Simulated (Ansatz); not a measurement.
## Two-dimensional strain map in NaCl

Theory: DFT PBE, scalar-relativistic, plane waves, PAW (Ansatz 0.2.0). Cutoff 420 eV, Γ-centred 8×8×8 k-points, Gaussian smearing of 0.05 eV. No spin polarisation. Energies are free energies at this smearing, counted from the undisturbed cell; pressure is positive in compression.

Reference structure (as given, not relaxed at this level; it stands at 0.4 GPa):

```
Na Cl
1.0
     0.00000    2.83175    2.83175
     2.83175    0.00000    2.83175
     2.83175    2.83175    0.00000
Na Cl
1 1
Direct
  0.00000 0.00000 0.00000
  0.50000 0.50000 0.50000
```

The cell is strained by p along both x and y and by q along z, fractional coordinates fixed. Points are written (p, q).

Energy above the undisturbed cell in meV/atom (a dash: not computed):

```
 p \ q  -0.080  -0.040  0.000  0.040  0.080
-0.080   153.9   111.8   90.7   82.9   82.9
-0.040    72.7    37.0   21.8      ?   23.8
 0.000    38.7     9.4    0.0    2.5   11.8
 0.040       ?    11.3      ?   15.3      ?
 0.080    48.1    30.9   32.7   45.6   64.4
```

Task: Fill in the withheld energies.

Result: (-0.040, 0.040): 19.1; (0.040, -0.080): 34.4; (0.040, 0.000): 7.6; (0.040, 0.080): 29.3.